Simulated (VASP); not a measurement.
# MgTe (F-43m) in VASP: a series of runs, part 2 of 2

VASP 6.6.1.

**4. Band structure, PBEsol, spin-orbit coupling, no magnetisation**

Input file INCAR:

```
SYSTEM = MgTe
  PREC = Accurate
  ENCUT = 520
  EDIFF = 1E-6
  ISMEAR = 0
  SIGMA = 0.03
  LREAL = .FALSE.
  LASPH = .TRUE.
  NELM = 80
  ALGO = Normal
  ISIF = 2
  LWAVE = .FALSE.
  LCHARG = .FALSE.
  MAGMOM = 0 0 0 0 0 0
  LORBIT = 11
  LSORBIT = .TRUE.
  GGA_COMPAT = .FALSE.
  GGA = PS
  NBANDS = 22
```

Input file KPOINTS:

```
regular mesh
0
G
  6 6 6
  0 0 0
```

Input file POSCAR:

```
MgTe                                    
1.0
    0.0000000000      3.2204257760      3.2204257760
    3.2204257760     -0.0000000000      3.2204257760
    3.2204257760      3.2204257760      0.0000000000
  Mg              Te            
     1     1
Direct
     1.0000000000000000    1.0000000000000000    0.0000000000000000
     0.2500000000000000    0.2500000000000000    0.2500000000000000
```

KPOINTS_OPT is that of step 3.

Potentials or basis: VASP PAW PBE potentials, release 64 (Mg, Te).

Launch:

```sh
> cat potpaw_PBE.64/Mg/POTCAR potpaw_PBE.64/Te/POTCAR > POTCAR
> mpirun -np 1 vasp_ncl > vasp.out
```

OUTCAR:

```text
SYSTEM = MgTe
   PREC = Accurate
   ENCUT = 520
   EDIFF = 1E-6
   ISMEAR = 0
   LREAL = .FALSE.
   LASPH = .TRUE.
   NELM = 80
   ISIF = 2
   LORBIT = 11
   LSORBIT = .TRUE.
   GGA = PS

 ion  position               nearest neighbor table
   1  0.000  0.000  0.000-   2 2.79   2 2.79   2 2.79   2 2.79
   2  0.250  0.250  0.250-   1 2.79   1 2.79   1 2.79   1 2.79

  LATTYP: Found a face centered cubic cell.
 ALAT       =     6.4408515520

  Lattice vectors:

 A1 = (   0.0000000000,   3.2204257760,   3.2204257760)
 A2 = (   3.2204257760,   0.0000000000,   3.2204257760)
 A3 = (   3.2204257760,   3.2204257760,   0.0000000000)

Analysis of symmetry for initial positions (statically):
=====================================================================
 Subroutine PRICEL returns:
 Original cell was already a primitive cell.

 Routine SETGRP: Setting up the symmetry group for a
 face centered cubic supercell.

 Subroutine GETGRP returns: Found 24 space group operations
 (whereof 24 operations were pure point group operations)
 out of a pool of 48 trial point group operations.

The static configuration has the point symmetry T_d .

Analysis of symmetry for dynamics (positions and initial velocities):
=====================================================================
 Subroutine PRICEL returns:
 Original cell was already a primitive cell.

 Routine SETGRP: Setting up the symmetry group for a
 face centered cubic supercell.

 Subroutine GETGRP returns: Found 24 space group operations
 (whereof 24 operations were pure point group operations)
 out of a pool of 48 trial point group operations.

The dynamic configuration has the point symmetry T_d .

Analysis of structural, dynamic, and magnetic symmetry:
[... 696 lines left out ...]
      0.00000      0.00000      0.00000        -0.000000     -0.000000     -0.000000
      1.61021      1.61021      1.61021         0.000000      0.000000      0.000000
 -----------------------------------------------------------------------------------
    total drift:                                0.000000      0.000000      0.000000

  FREE ENERGIE OF THE ION-ELECTRON SYSTEM (eV)
  ---------------------------------------------------
  free  energy   TOTEN  =        -6.9806594399 eV

  energy  without entropy=       -6.9806594399  energy(sigma->0) =       -6.98065944

 Spin-Orbit-Coupling matrix elements

 Ion:    1  E_soc:     -0.0001651
 l=   1
     0.0000000    -0.0000274    -0.0000274
    -0.0000274     0.0000000    -0.0000274
    -0.0000274    -0.0000274     0.0000000
 l=   2
     0.0000000    -0.0000001     0.0000000    -0.0000001    -0.0000000
    -0.0000001     0.0000000    -0.0000000    -0.0000001    -0.0000000
     0.0000000    -0.0000000     0.0000000    -0.0000000     0.0000000
    -0.0000001    -0.0000001    -0.0000000     0.0000000    -0.0000000
    -0.0000000    -0.0000000     0.0000000    -0.0000000     0.0000000
 l=   3
     0.0000000     0.0000000     0.0000000     0.0000000     0.0000000     0.0000000     0.0000000
     0.0000000     0.0000000     0.0000000     0.0000000     0.0000000     0.0000000     0.0000000
     0.0000000     0.0000000     0.0000000     0.0000000     0.0000000     0.0000000     0.0000000
     0.0000000     0.0000000     0.0000000     0.0000000     0.0000000     0.0000000     0.0000000
     0.0000000     0.0000000     0.0000000     0.0000000     0.0000000     0.0000000     0.0000000
     0.0000000     0.0000000     0.0000000     0.0000000     0.0000000     0.0000000     0.0000000
     0.0000000     0.0000000     0.0000000     0.0000000     0.0000000     0.0000000     0.0000000

 Ion:    2  E_soc:     -0.1809169
 l=   1
     0.0000000    -0.0301079    -0.0301079
    -0.0301079     0.0000000    -0.0301079
    -0.0301079    -0.0301079     0.0000000
 l=   2
     0.0000000    -0.0000196     0.0000000    -0.0000196    -0.0000253
    -0.0000196     0.0000000    -0.0000190    -0.0000196    -0.0000063
     0.0000000    -0.0000190     0.0000000    -0.0000190     0.0000000
    -0.0000196    -0.0000196    -0.0000190     0.0000000    -0.0000063
    -0.0000253    -0.0000063     0.0000000    -0.0000063     0.0000000
 l=   3
     0.0000000     0.0000000     0.0000000     0.0000000     0.0000000     0.0000000     0.0000000
     0.0000000     0.0000000     0.0000000     0.0000000     0.0000000     0.0000000     0.0000000
     0.0000000     0.0000000     0.0000000     0.0000000     0.0000000     0.0000000     0.0000000
     0.0000000     0.0000000     0.0000000     0.0000000     0.0000000     0.0000000     0.0000000
     0.0000000     0.0000000     0.0000000     0.0000000     0.0000000     0.0000000     0.0000000
     0.0000000     0.0000000     0.0000000     0.0000000     0.0000000     0.0000000     0.0000000
     0.0000000     0.0000000     0.0000000     0.0000000     0.0000000     0.0000000     0.0000000

 total charge

# of ion       s       p       d       tot
------------------------------------------
    1        0.174   0.129   0.024   0.327
    2        1.338   2.149   0.010   3.497
--------------------------------------------------
tot          1.512   2.278   0.034   3.824

 magnetization (x)

# of ion       s       p       d       tot
------------------------------------------
    1       -0.000   0.000   0.000  -0.000
    2        0.000  -0.000   0.000  -0.000
--------------------------------------------------
tot         -0.000  -0.000   0.000  -0.000

 magnetization (y)

# of ion       s       p       d       tot
------------------------------------------
    1       -0.000   0.000   0.000  -0.000
    2        0.000   0.000   0.000   0.000
--------------------------------------------------
tot         -0.000   0.000   0.000  -0.000

 magnetization (z)

# of ion       s       p       d       tot
------------------------------------------
    1       -0.000   0.000   0.000  -0.000
    2        0.000  -0.000   0.000  -0.000
--------------------------------------------------
tot         -0.000  -0.000   0.000  -0.000
```

It took 3.6 min on 1 thread of Intel Xeon Platinum 8375C at 2.90GHz (Ice Lake), shared host; peak memory 0.4 GiB.

What came out:

- Free energy: -6.9807 eV
- Pressure: 0.0 GPa
- Valence electrons inside the program's atomic spheres: Mg 0.33; Te 3.50

Caveat: the PAW data sets were made with another functional, which shifts forces and pressure a little.
